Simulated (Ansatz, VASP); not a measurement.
**One calculation of PbI2, two programs**

The input INCAR:

```
SYSTEM = PbI2
PREC     = Accurate       ! precision mode
ENCUT    = 520            ! plane-wave cutoff, eV
EDIFF    = 1E-7           ! SCF threshold, eV
ISMEAR   = -1             ! smearing method
SIGMA    = 0.05           ! smearing width, eV
LREAL    = .FALSE.        ! projectors in reciprocal space
LASPH    = .TRUE.         ! aspherical terms in the spheres
NELM     = 100            ! most SCF steps
ALGO     = Normal         ! electronic algorithm
ISIF     = 2              ! what is computed and relaxed
LWAVE    = .FALSE.        ! write WAVECAR
LCHARG   = .FALSE.        ! write CHGCAR
GGA      = PE             ! functional
NBANDS   = 21             ! bands
```

The input KPOINTS:

```
regular mesh
0
G
  7 7 4
  0 0 0
```

File POSCAR:

```
PbI2
1.0
    4.4620147252      0.0000000000      0.0000000000
   -2.2310073626      3.8642181040      0.0000000000
    0.0000000000      0.0000000000      6.8345722805
Pb I
1 2
Direct
    0.0000000000      0.0000000000      0.0000000000
    0.6666666667      0.3333333333      0.7350000000
    0.3333333333      0.6666666667      0.2650000000
```

The input input.yaml:

```yaml
crystal:
  lattice:
    - [4.4620147252, 0.0, 0.0]
    - [-2.2310073626, 3.864218104, 0.0]
    - [0.0, 0.0, 6.8345722805]
  atoms:
    - { symbol: Pb, position: [0.0, 0.0, 0.0] }
    - { symbol: I, position: [0.6666666667, 0.3333333333, 0.735] }
    - { symbol: I, position: [0.3333333333, 0.6666666667, 0.265] }
hamiltonian:
  xc: pbe
  pseudopotentials: { kind: paw }
kpoints:
  mp_grid: { grid: [7, 7, 4] }
scf:
  occupations: { method: fermi_dirac, width: 0.05 }
output:
  forces: true
  stress: true
  eigenvalues: true
```

Change from the starting cell: volume scaled by 0.94.

Alike in both runs: task single point; functional PBE; k mesh 7 × 7 × 4; occupations fermi-dirac, width 0.05 eV; no spin polarisation.

|  | VASP | Ansatz |
| --- | --- | --- |
| version | VASP 6.6.1 | Ansatz 0.2.0 |
| potentials or method | VASP PAW PBE potentials, release 64 (Pb_d, I) | Ansatz PAW |
| plane-wave cutoff (eV) | 520 | 420 |
| valence electrons in the cell | 28 | 48 |

VASP gave:

* gap on the k mesh at the Fermi level (eV): 2.15
* least direct gap on the mesh (eV): 2.15
* pressure (GPa): 4.0
* largest component of the traceless stress (GPa): 0.06
* rms of the force components (eV/Å): 0.244

Q: Which values does Ansatz return?

A: gap on the k mesh at the Fermi level (eV): 2.15; least direct gap on the mesh (eV): 2.15; pressure (GPa): 4.1; largest component of the traceless stress (GPa): 0.06; rms of the force components (eV/Å): 0.244.

Atom by atom the forces differ by 0.000 eV/Å (rms over components). The two sets of potentials don't hold the same shells in valence.

Caveats: spin-orbit coupling is left out, which as a rule narrows the gap of such compounds by several tenths of an eV; this functional lacks dispersion, which binds the layers, so the pressure and a relaxed spacing across them are unreliable; an odd mesh through Γ misses points on the zone boundary, where band edges often lie (VASP); odd divisions of the mesh miss points on the zone boundary, where band edges often lie, so the gap on the mesh can be too wide (Ansatz).
